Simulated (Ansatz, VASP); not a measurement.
GaP in VASP and in Ansatz

```xyz
2
Lattice="0.0000 2.6696 2.6696 2.6696 0.0000 2.6696 2.6696 2.6696 0.0000" Properties=species:S:1:pos:R:3 pbc="T T T"
Ga    0.0000    0.0000    0.0000
P     4.0044    4.0044    4.0044
```

Change from the starting cell: volume scaled by 0.94.

Alike in both runs: task single point; functional PBEsol; k mesh 12 × 12 × 12; occupations fermi-dirac, width 0.08 eV; no spin polarisation.

|  | VASP | Ansatz |
| --- | --- | --- |
| version | VASP 6.6.1 | Ansatz 0.2.0 |
| potentials or method | VASP PAW PBE potentials, release 64 (Ga_d, P), cutoff 520 eV | all-electron LAPW, scalar-relativistic |

Ansatz gave:

```
pressure (GPa) : 5.3
```

Question: Which values does VASP return?

Answer: Pressure (GPa): 5.2.

Ansatz ran all-electron here, so the differences hold the error of VASP's frozen core and of both bases.

Caveats: the PAW data sets were made with another functional, which shifts forces and pressure a little (VASP). A k mesh can miss the band edges.
